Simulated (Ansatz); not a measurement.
BaS built on the rocksalt prototype, relaxed with r2SCAN: 8 runs in the plane-wave code Ansatz, each a calculation of independent-particle optics. The symmetry is Fm-3m (No. 225, cubic); conventional cell a = 6.424 Å, 33.13 Å³ an atom. Ba is surrounded by 6 S at 3.21 Å; S is surrounded by 6 Ba at 3.21 Å. (Simulation; no magnetic order is allowed.)

```xyz
2
Lattice="0.0000 3.2118 3.2118 3.2118 0.0000 3.2118 3.2118 3.2118 0.0000" Properties=species:S:1:pos:R:3 pbc="T T T"
Ba    0.0000    0.0000    0.0000
S     3.2118    3.2118    3.2118
```

On meshes this coarse, single peaks can be features of the mesh. No local fields, no excitons; the zone sum runs over the cells of the mesh, and ε∞ includes the bands left out of the spectrum. Up to four peaks are listed, those above 15 % of the tallest and inside the complete range; the four can differ from row to row. Rows marked drawn have settings drawn at random (some not listed).

| functional | k mesh | broadening (eV) | scissors (eV) | range (eV) | settings | direct gap on the mesh before scissors (eV) | ε∞ xx | ε∞ yy | ε∞ zz | complete up to (eV) | tallest peaks of mean ε₂ (eV) |
| --- | --- | --- | --- | --- | --- | --- | --- | --- | --- | --- | --- |
| PBE | 6×6×6 | 0.1 | 0.00 | 0–14 | chosen | 2.34 | 5.21 | 5.21 | 5.21 | 3.7 | none |
| r2SCAN | 6×6×6 | 0.1 | 0.00 | 0–14 | chosen | 2.69 | 4.67 | 4.67 | 4.67 | 4.1 | none |
| LDA | 6×6×6 | 0.1 | 0.00 | 0–14 | chosen | 2.15 | 5.50 | 5.50 | 5.50 | 3.5 | none |
| PBE | 6×6×6 | 0.1 | 0.93 (to HSE06) | 0–14 | chosen | 2.34 | 4.64 | 4.64 | 4.64 | 4.6 | none |
| PBE+SOC | 6×6×6 | 0.1 | 0.00 | 0–14 | chosen | 2.27 | 5.21 | 5.21 | 5.21 | 3.7 | none |
| LDA | 4×4×4 | 0.4 | 2.50 | 0–10 | drawn | 2.15 | 4.18 | 4.18 | 4.18 | 2.3 | none |
| PBEsol | 6×6×6 | 0.05 | 2.50 | 0–6 | drawn | 2.23 | 4.09 | 4.09 | 4.09 | 5.9 | none |
| r2SCAN | 6×6×6 | 0.25 | 2.50 | 0–6 | drawn | 2.69 | 3.69 | 3.69 | 3.69 | 6.0 | none |

The fundamental gap is indirect (2.23 eV with PBE on 6×6×6); the table holds the direct one. The two differ by only 0.11 eV.

Only the levels marked +SOC include spin-orbit coupling.
